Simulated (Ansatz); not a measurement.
A (111) slab of TiN (Fm-3m (No. 225)), 10 planes, outer planes Ti (top) and N (bottom), with 10 atoms (Ti5N5) in a surface cell of A = 7.653 Å², as cut from the bulk:

```
CELL_PARAMETERS angstrom
2.97263 0.00000 0.00000
-1.48632 2.57437 0.00000
0.00000 0.00000 25.92214
ATOMIC_POSITIONS crystal
N 0.33333 0.66667 0.28933
Ti 0.66667 0.33333 0.33614
N 0.00000 0.00000 0.38296
Ti 0.33333 0.66667 0.42978
N 0.66667 0.33333 0.47659
Ti 0.00000 0.00000 0.52341
N 0.33333 0.66667 0.57022
Ti 0.66667 0.33333 0.61704
N 0.00000 0.00000 0.66386
Ti 0.33333 0.66667 0.71067
```

Method: Ansatz 0.2.0, DFT PBEsol, scalar-relativistic, plane waves, PAW. Settings: cutoff 420 eV, Γ-centred mesh 12×12×1 on the computed 10-atom cell, Gaussian smearing of 0.10 eV; no spin polarisation. The cell repeats along c with a dipole correction in the vacuum.

Against the same 10 atoms in the bulk, the slab as cut lies 5.105 eV higher and the relaxed slab 3.701 eV higher.

Problem. Work out the surface energy before and after relaxation.

Solution. The slab has two faces, so γ = (E_slab − N·E_bulk)/(2A), the mean of both. As cut: 5.105/(2 × 7.653) = 0.3335 eV/Å², and 1 eV/Å² = 16.02 J/m², so γ = 5.34 J/m². Relaxed: 3.701/(2 × 7.653) = 0.2418 eV/Å² = 3.87 J/m². Relaxation recovers 28 % of the cost of cutting.

Problem. What is the ideal work of this cut, per area?

Solution. Griffith's ideal work is 2γ: 10.69 J/m² if the new faces stay rigid, 7.75 J/m² if they relax. One thickness was run, 10 planes, so γ can still shift with it.

Spin polarisation was left out, and a magnetic state may lie lower.